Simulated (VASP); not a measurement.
# KMgF3 (P4/mmm) in VASP: a series of runs

The runs below take KMgF3 through single point, with PBE.

Everything below comes from runs of VASP 6.6.1. Logs are shortened: lines on timing, memory, paths and dates and some standing lists are left out, and cuts for length are marked.

## Step 1: The crystal as given

Symmetry: P4/mmm, No. 123, tetragonal system. The conventional cell has a = 3.751 Å, b = 3.751 Å, c = 4.501 Å, α = 90.00°, β = 90.00°, γ = 90.00°. Around K (site symmetry 4/mmm) lie 12 F at 2.65 to 2.93 Å. Mg (site symmetry 4/mmm) has 4 F at 1.88 Å as nearest neighbours. Around F (site symmetry mmm) lie 2 Mg at 1.88 Å. F (site symmetry 4/mmm) has 2 Mg at 2.25 Å as nearest neighbours.

## Step 2: Single point, PBE

INCAR

```
  PREC = Accurate
  ENCUT = 520
  EDIFF = 1E-7
  ISMEAR = 0
  SIGMA = 0.05
  LREAL = False
  LASPH = True
  NELM = 100
  ALGO = Normal
  ISIF = 2
  LWAVE = False
  LCHARG = False
  GGA = PE
  NBANDS = 24
```

KPOINTS

```
regular mesh
0
Gamma
  6 6 6
```

POSCAR

```
KMgF3
1.0
    3.7508755075      0.0000000000      0.0000000000
    0.0000000000      3.7508755075      0.0000000000
    0.0000000000      0.0000000000      4.5010506090
K Mg F
1 1 3
Direct
    0.5000000000      0.5000000000      0.5000000000
    0.0000000000      0.0000000000      0.0000000000
    0.5000000000      0.0000000000      0.0000000000
    0.0000000000      0.5000000000      0.0000000000
    0.0000000000      0.0000000000      0.5000000000
```

Potentials or basis: VASP PAW PBE potentials, release 64 (K_sv, Mg, F).

Launch:

```sh
> cat potpaw_PBE.64/K_sv/POTCAR potpaw_PBE.64/Mg/POTCAR potpaw_PBE.64/F/POTCAR > POTCAR
> mpirun -np 1 vasp_std > vasp.out
```

OUTCAR:

```text
PREC = Accurate
   ENCUT = 520
   EDIFF = 1E-7
   ISMEAR = 0
   LREAL = False
   LASPH = True
   NELM = 100
   ISIF = 2
   GGA = PE

 ion  position               nearest neighbor table
   1  0.500  0.500  0.500-   5 2.65   5 2.65   5 2.65   5 2.65   2 3.48   2 3.48   2 3.48   2 3.48
                             2 3.48   2 3.48   2 3.48   2 3.48
   2  0.000  0.000  0.000-   3 1.88   4 1.88   4 1.88   3 1.88   5 2.25   5 2.25   1 3.48   1 3.48
                             1 3.48   1 3.48   1 3.48   1 3.48   1 3.48   1 3.48
   3  0.500  0.000  0.000-   2 1.88   2 1.88
   4  0.000  0.500  0.000-   2 1.88   2 1.88
   5  0.000  0.000  0.500-   2 2.25   2 2.25   1 2.65   1 2.65   1 2.65   1 2.65

  LATTYP: Found a simple tetragonal cell.
 ALAT       =     3.7508755075
 C/A-ratio  =     1.2000000000

  Lattice vectors:

 A1 = (   3.7508755075,   0.0000000000,   0.0000000000)
 A2 = (   0.0000000000,   3.7508755075,   0.0000000000)
 A3 = (   0.0000000000,   0.0000000000,   4.5010506090)

Analysis of symmetry for initial positions (statically):
=====================================================================
 Subroutine PRICEL returns:
 Original cell was already a primitive cell.

 Routine SETGRP: Setting up the symmetry group for a
 simple tetragonal supercell.

 Subroutine GETGRP returns: Found 16 space group operations
 (whereof 16 operations were pure point group operations)
 out of a pool of 16 trial point group operations.

The static configuration has the point symmetry D_4h.

Analysis of symmetry for dynamics (positions and initial velocities):
=====================================================================
 Subroutine PRICEL returns:
 Original cell was already a primitive cell.

 Routine SETGRP: Setting up the symmetry group for a
 simple tetragonal supercell.

 Subroutine GETGRP returns: Found 16 space group operations
 (whereof 16 operations were pure point group operations)
 out of a pool of 16 trial point group operations.

The dynamic configuration has the point symmetry D_4h.

 Subroutine INISYM returns: Found 16 space group operations
 (whereof 16 operations are pure point group operations),
 and found     1 'primitive' translations

[... 99 lines left out ...]
   NELM   =    100;   NELMIN=  2; NELMDL= -5     # of ELM steps
   EDIFF  = 0.1E-06   stopping-criterion for ELM
   LREAL  =      F    real-space projection
   EDIFFG = 0.1E-05   stopping-criterion for IOM
   NSW    =      0    number of steps for IOM
   IBRION =     -1    ionic relax: 0-MD 1-quasi-New 2-CG
   NFREE  =      0    steps in history (QN), initial steepest desc. (CG)
   ISIF   =      2    stress and relaxation
   ISYM   =      2    0-nonsym 1-usesym 2-fastsym
   POTIM  = 0.5000    time-step for ionic-motion
   TEBEG  =    0.0;   TEEND  =   0.0 temperature during run
   PSTRESS=    0.0 pullay stress
   NELECT =      32.0000    total number of electrons
   NUPDOWN=      -1.0000    fix difference up-down
   EMIN   =  10.00;   EMAX   =-10.00  energy-range for DOS
   EFERMI =   0.00;   METHOD = LEGACY
   ISMEAR =     0;   SIGMA  =   0.05  broadening in eV -4-tet -1-fermi 0-gaus
   EFERMI_NEDOS =   21; number of points for ismear=-14 and -15
   IALGO  =     38    algorithm
   IMIX   =      4    mixing-type and parameters
     AMIX     =   0.40;   BMIX     =  1.00
     AMIX_MAG =   1.60;   BMIX_MAG =  1.00
  volume/ion in A,a.u.               =      12.67        85.47
  Fermi-wavevector in a.u.,A,eV,Ry     =   1.303962  2.464132 23.134232  1.700318
  Thomas-Fermi vector in A             =   2.434930
   LORBIT       =      0    0 simple, 1 ext, 2 COOP (PROOUT), +10 PAW based schemes
   GGA     = PE    functional components
   LHFCALC =     F    Hartree Fock is set to
   AEXX    =    0.0000 exact exchange contribution
   IVDW    =     0    specifies the selected vdW correction
   LEPSILON=     F    determine dielectric tensor
   LRPA    =     F    only Hartree local field effects (RPA)
 non-spin polarized calculation
 Gauss-broadening in eV      SIGMA  =   0.05
  energy-cutoff  :      520.00
  volume of cell :       63.33
 maximum number of plane-waves:      1724
 NGX is ok and might be reduce to    28

 number of electron      31.9999958 magnetization

 Free energy of the ion-electron system (eV)
  ---------------------------------------------------
  ext. energy  EPLUGINS =         0.00000000
  ---------------------------------------------------
  free energy    TOTEN  =       -24.00513670 eV

  energy without entropy =      -24.00513670  energy(sigma->0) =      -24.00513670

 E-fermi :  -1.1444     XC(G=0):  -9.6629

 val. band max:       -1.4567582595   @ k =   0.5000   0.5000   0.5000
 cond. band min:       5.6317152958   @ k =   0.0000   0.0000   0.0000
 fundamental gap:      7.0884735553
 Fermi energy:        -1.1444249786

 k-point     1 :       0.0000    0.0000    0.0000
  band No.  band energies     occupation
      1     -27.2487      2.00000
      2     -22.0181      2.00000
      3     -21.2885      2.00000
      4     -20.6943      2.00000
      5     -10.8395      2.00000
      6     -10.6687      2.00000
[... 637 lines left out ...]
     23      12.2662      0.00000
     24      13.7377      0.00000

 [... further k-points ...]

------------------------ aborting loop because EDIFF is reached ----------------------------------------

  FORCE on cell =-STRESS in cart. coord.  units (eV):
  Direction    XX          YY          ZZ          XY          YZ          ZX
  --------------------------------------------------------------------------------------
  -------------------------------------------------------------------------------------
  Total        5.0603190      5.0603190     -1.5090203      0.0000000     -0.0000000      0.0000000
  in kB      128.0292749    128.0292749    -38.1791687      0.0000000     -0.0000000      0.0000000
  external PRESSURE =      72.6264604 kB  Pullay stress =       0.0000000 kB

 VOLUME and BASIS-vectors are now :
 -----------------------------------------------------------------------------
  energy-cutoff  :      520.00
  volume of cell :       63.33
      direct lattice vectors                 reciprocal lattice vectors
     3.750875507  0.000000000  0.000000000     0.266604423  0.000000000  0.000000000
     0.000000000  3.750875507  0.000000000     0.000000000  0.266604423  0.000000000
     0.000000000  0.000000000  4.501050609     0.000000000  0.000000000  0.222170352

 POSITION                                       TOTAL-FORCE (eV/Angst)
 -----------------------------------------------------------------------------------
      1.87544      1.87544      2.25053         0.000000      0.000000      0.000000
      0.00000      0.00000      0.00000         0.000000      0.000000      0.000000
      1.87544      0.00000      0.00000         0.000000      0.000000      0.000000
      0.00000      1.87544      0.00000         0.000000      0.000000      0.000000
      0.00000      0.00000      2.25053         0.000000      0.000000      0.000000
 -----------------------------------------------------------------------------------
    total drift:                                0.000000      0.000000     -0.000000

  FREE ENERGIE OF THE ION-ELECTRON SYSTEM (eV)
  ---------------------------------------------------
  free  energy   TOTEN  =       -24.0051367001 eV

  energy  without entropy=      -24.0051367001  energy(sigma->0) =      -24.00513670
```

OSZICAR:

```text
N       E                     dE             d eps       ncg     rms          rms(c)
DAV:   1     0.221062111183E+03    0.22106E+03   -0.17581E+04  1992   0.128E+03
DAV:   2    -0.146383788343E+02   -0.23570E+03   -0.22689E+03  2416   0.345E+02
DAV:   3    -0.259230609944E+02   -0.11285E+02   -0.11229E+02  2808   0.696E+01
DAV:   4    -0.263259015157E+02   -0.40284E+00   -0.40281E+00  2480   0.830E+00
DAV:   5    -0.263287554080E+02   -0.28539E-02   -0.28539E-02  2616   0.723E-01    0.929E+00
DAV:   6    -0.240114385275E+02    0.23173E+01   -0.74134E+00  2240   0.196E+01    0.431E+00
DAV:   7    -0.240036587581E+02    0.77798E-02   -0.21930E-01  2320   0.299E+00    0.248E+00
DAV:   8    -0.240038441259E+02   -0.18537E-03   -0.60537E-02  2464   0.225E+00    0.283E-01
DAV:   9    -0.240047614394E+02   -0.91731E-03   -0.99561E-03  2424   0.706E-01    0.139E-01
DAV:  10    -0.240050141541E+02   -0.25271E-03   -0.82627E-04  2504   0.178E-01    0.105E-01
DAV:  11    -0.240051416943E+02   -0.12754E-03   -0.10596E-04  2520   0.773E-02    0.373E-02
DAV:  12    -0.240051358591E+02    0.58352E-05   -0.43742E-05  2288   0.486E-02    0.847E-03
DAV:  13    -0.240051369205E+02   -0.10614E-05   -0.18844E-06  2472   0.971E-03    0.234E-03
DAV:  14    -0.240051367843E+02    0.13616E-06   -0.12582E-07  1752   0.296E-03    0.405E-04
DAV:  15    -0.240051367001E+02    0.84233E-07   -0.16714E-08  1560   0.116E-03
   1 F= -.24005137E+02 E0= -.24005137E+02  d E =-.538429E-20
```

It took 81 s on 1 thread of AMD EPYC 7R43 (Zen 3), shared host; peak memory 0.17 GiB.

What came out:

| Property | Result |
| --- | --- |
| Free energy | -24.0051 eV |
| Pressure | 7.3 GPa |
| Band gap on the k mesh | 7.09 eV, indirect (least direct gap 7.43 eV) |

Stress tensor (GPa, compression positive):
```
12.80  0.00  0.00
 0.00 12.80  0.00
 0.00  0.00 -3.82
```

Levels at points of the mesh, in eV from the valence-band top:
```tsv
k point	band 12	band 13	band 14	band 15	band 16	band 17	band 18	band 19	band 20	band 21
(0.00, 0.00, 0.00)	-0.65	-0.65	-0.41	-0.34	-0.34	7.09	9.62	10.42	11.89	11.89
(0.50, 0.00, 0.00)	-1.38	-1.21	-0.94	-0.63	-0.56	10.14	10.31	11.44	11.78	12.70
(0.50, 0.50, 0.00)	-1.49	-1.36	-0.54	-0.54	0.00	10.90	11.83	11.83	12.03	12.95
(0.00, 0.00, 0.50)	-1.07	-0.65	-0.65	-0.48	-0.48	9.60	9.98	10.23	12.69	12.69
(0.50, 0.00, 0.50)	-1.32	-1.28	-1.06	-0.79	-0.34	10.48	11.38	11.90	12.43	12.79
(0.50, 0.50, 0.50)	-1.49	-0.96	-0.17	-0.17	0.00	10.15	10.15	10.28	12.46	14.60
```

A k mesh can miss the band edges. As with any semilocal functional, this PBE gap is likely too small.

## Step 3: Single point, PBE

This run uses another cell than the first one, of the same volume but with other edges.

INCAR

```
PREC = Accurate
ENCUT = 520
EDIFF = 1E-6
ISMEAR = 0
SIGMA = 0.05
LREAL = F
LASPH = T
NELM = 100
ALGO = Normal
ISIF = 2
LWAVE = F
LCHARG = T
GGA = PE
LELF = T
LVHAR = T
NBANDS = 24
```

KPOINTS is that of step 2.

POSCAR: that of step 2 with these lines changed.

```diff
@@ -2,5 +2,5 @@
 1.0
-    3.7508755075      0.0000000000      0.0000000000
-    0.0000000000      3.7508755075      0.0000000000
-    0.0000000000      0.0000000000      4.5010506090
+    3.8612581414      0.0000000000      0.0000000000
+    0.0000000000      3.8612581414      0.0000000000
+    0.0000000000      0.0000000000      4.2473839555
 K Mg F
```

Potentials or basis: VASP PAW PBE potentials, release 64 (K_sv, Mg, F).

Launch:

```sh
> cat potpaw_PBE.64/K_sv/POTCAR potpaw_PBE.64/Mg/POTCAR potpaw_PBE.64/F/POTCAR > POTCAR
> mpirun -np 1 vasp_std > vasp.out
```

OUTCAR:

```text
PREC = Accurate
   ENCUT = 520
   EDIFF = 1E-6
   ISMEAR = 0
   LREAL = F
   LASPH = T
   NELM = 100
   ISIF = 2
   GGA = PE

 ion  position               nearest neighbor table
   1  0.500  0.500  0.500-   5 2.73   5 2.73   5 2.73   5 2.73   2 3.46   2 3.46   2 3.46   2 3.46
                             2 3.46   2 3.46   2 3.46   2 3.46
   2  0.000  0.000  0.000-   3 1.93   4 1.93   4 1.93   3 1.93   5 2.12   5 2.12   1 3.46   1 3.46
                             1 3.46   1 3.46   1 3.46   1 3.46   1 3.46   1 3.46
   3  0.500  0.000  0.000-   2 1.93   2 1.93
   4  0.000  0.500  0.000-   2 1.93   2 1.93
   5  0.000  0.000  0.500-   2 2.12   2 2.12   1 2.73   1 2.73   1 2.73   1 2.73

  LATTYP: Found a simple tetragonal cell.
 ALAT       =     3.8612581414
 C/A-ratio  =     1.1000000000

  Lattice vectors:

 A1 = (   3.8612581414,   0.0000000000,   0.0000000000)
 A2 = (   0.0000000000,   3.8612581414,   0.0000000000)
 A3 = (   0.0000000000,   0.0000000000,   4.2473839555)

Analysis of symmetry for initial positions (statically):
=====================================================================
 Subroutine PRICEL returns:
 Original cell was already a primitive cell.

 Routine SETGRP: Setting up the symmetry group for a
 simple tetragonal supercell.

 Subroutine GETGRP returns: Found 16 space group operations
 (whereof 16 operations were pure point group operations)
 out of a pool of 16 trial point group operations.

The static configuration has the point symmetry D_4h.

Analysis of symmetry for dynamics (positions and initial velocities):
=====================================================================
 Subroutine PRICEL returns:
 Original cell was already a primitive cell.

 Routine SETGRP: Setting up the symmetry group for a
 simple tetragonal supercell.

 Subroutine GETGRP returns: Found 16 space group operations
 (whereof 16 operations were pure point group operations)
[... 129 lines left out ...]
  volume/ion in A,a.u.               =      12.67        85.47
  Fermi-wavevector in a.u.,A,eV,Ry     =   1.303962  2.464132 23.134232  1.700318
  Thomas-Fermi vector in A             =   2.434930
   LORBIT       =      0    0 simple, 1 ext, 2 COOP (PROOUT), +10 PAW based schemes
   GGA     = PE    functional components
   LHFCALC =     F    Hartree Fock is set to
   AEXX    =    0.0000 exact exchange contribution
   IVDW    =     0    specifies the selected vdW correction
   LEPSILON=     F    determine dielectric tensor
   LRPA    =     F    only Hartree local field effects (RPA)
 non-spin polarized calculation
 Gauss-broadening in eV      SIGMA  =   0.05
  energy-cutoff  :      520.00
  volume of cell :       63.33
 maximum number of plane-waves:      1728
 NGX is ok and might be reduce to    30

 number of electron      32.0000005 magnetization

 Free energy of the ion-electron system (eV)
  ---------------------------------------------------
  ext. energy  EPLUGINS =         0.00000000
  ---------------------------------------------------
  free energy    TOTEN  =       -24.29850992 eV

  energy without entropy =      -24.29850992  energy(sigma->0) =      -24.29850992

 E-fermi :  -1.2631     XC(G=0):  -9.6789

 val. band max:       -1.5370546076   @ k =   0.5000   0.5000   0.5000
 cond. band min:       5.6846329584   @ k =   0.0000   0.0000   0.0000
 fundamental gap:      7.2216875660
 Fermi energy:        -1.2631103866

 k-point     1 :       0.0000    0.0000    0.0000
  band No.  band energies     occupation
      1     -27.2555      2.00000
      2     -21.8291      2.00000
      3     -21.1879      2.00000
      4     -20.8762      2.00000
      5     -10.8047      2.00000
      6     -10.7124      2.00000
[... 637 lines left out ...]
     23      12.7647      0.00000
     24      13.2594      0.00000

 [... further k-points ...]

------------------------ aborting loop because EDIFF is reached ----------------------------------------

  FORCE on cell =-STRESS in cart. coord.  units (eV):
  Direction    XX          YY          ZZ          XY          YZ          ZX
  --------------------------------------------------------------------------------------
  -------------------------------------------------------------------------------------
  Total        2.9296349      2.9296349     -0.6237286      0.0000000     -0.0000000      0.0000000
  in kB       74.1216170     74.1216170    -15.7807285      0.0000000     -0.0000000      0.0000000
  external PRESSURE =      44.1541685 kB  Pullay stress =       0.0000000 kB

 VOLUME and BASIS-vectors are now :
 -----------------------------------------------------------------------------
  energy-cutoff  :      520.00
  volume of cell :       63.33
      direct lattice vectors                 reciprocal lattice vectors
     3.861258141  0.000000000  0.000000000     0.258982944  0.000000000  0.000000000
     0.000000000  3.861258141  0.000000000     0.000000000  0.258982944  0.000000000
     0.000000000  0.000000000  4.247383956     0.000000000  0.000000000  0.235439040

 POSITION                                       TOTAL-FORCE (eV/Angst)
 -----------------------------------------------------------------------------------
      1.93063      1.93063      2.12369         0.000000      0.000000      0.000000
      0.00000      0.00000      0.00000         0.000000      0.000000      0.000000
      1.93063      0.00000      0.00000         0.000000      0.000000      0.000000
      0.00000      1.93063      0.00000         0.000000      0.000000      0.000000
      0.00000      0.00000      2.12369         0.000000      0.000000      0.000000
 -----------------------------------------------------------------------------------
    total drift:                                0.000000     -0.000000      0.000000

  FREE ENERGIE OF THE ION-ELECTRON SYSTEM (eV)
  ---------------------------------------------------
  free  energy   TOTEN  =       -24.2985099240 eV

  energy  without entropy=      -24.2985099240  energy(sigma->0) =      -24.29850992
```

stdout:

```text
POSCAR found type information on POSCAR K MgF
 POSCAR found :  3 types and       5 ions
 scaLAPACK will be used
 LDA part: xc-table for (Slater+PW92), standard interpolation
 POSCAR, INCAR and KPOINTS ok, starting setup
 FFT: planning ... GRIDC
 FFT: planning ... GRID_SOFT
 FFT: planning ... GRID
 WAVECAR not read
 entering main loop
```

It took 67 s on 1 thread of AMD EPYC 7R43 (Zen 3), shared host; peak memory 0.17 GiB.

Results:

- Free energy: -24.2985 eV
- Pressure: 4.4 GPa
- Band gap on the k mesh: 7.22 eV, indirect (least direct gap 7.57 eV)

Levels at points of the mesh, in eV from the valence-band top:
| k point | band 12 | band 13 | band 14 | band 15 | band 16 | band 17 | band 18 | band 19 | band 20 | band 21 |
| --- | --- | --- | --- | --- | --- | --- | --- | --- | --- | --- |
| (0.00, 0.00, 0.00) | -0.62 | -0.62 | -0.37 | -0.35 | -0.35 | 7.22 | 9.83 | 10.25 | 12.01 | 12.01 |
| (0.50, 0.00, 0.00) | -1.13 | -1.04 | -0.90 | -0.57 | -0.56 | 10.16 | 10.41 | 11.30 | 12.30 | 12.73 |
| (0.50, 0.50, 0.00) | -1.30 | -1.30 | -0.67 | -0.67 | -0.01 | 10.92 | 11.93 | 12.33 | 12.33 | 12.82 |
| (0.00, 0.00, 0.50) | -0.97 | -0.62 | -0.62 | -0.59 | -0.59 | 9.83 | 10.24 | 10.63 | 12.77 | 12.77 |
| (0.50, 0.00, 0.50) | -1.13 | -1.11 | -1.09 | -0.86 | -0.15 | 10.75 | 11.51 | 12.28 | 12.56 | 12.91 |
| (0.50, 0.50, 0.50) | -1.31 | -1.03 | -0.09 | -0.09 | 0.00 | 10.34 | 10.34 | 10.37 | 13.16 | 14.34 |

(Part 1 of 2 ends here.)
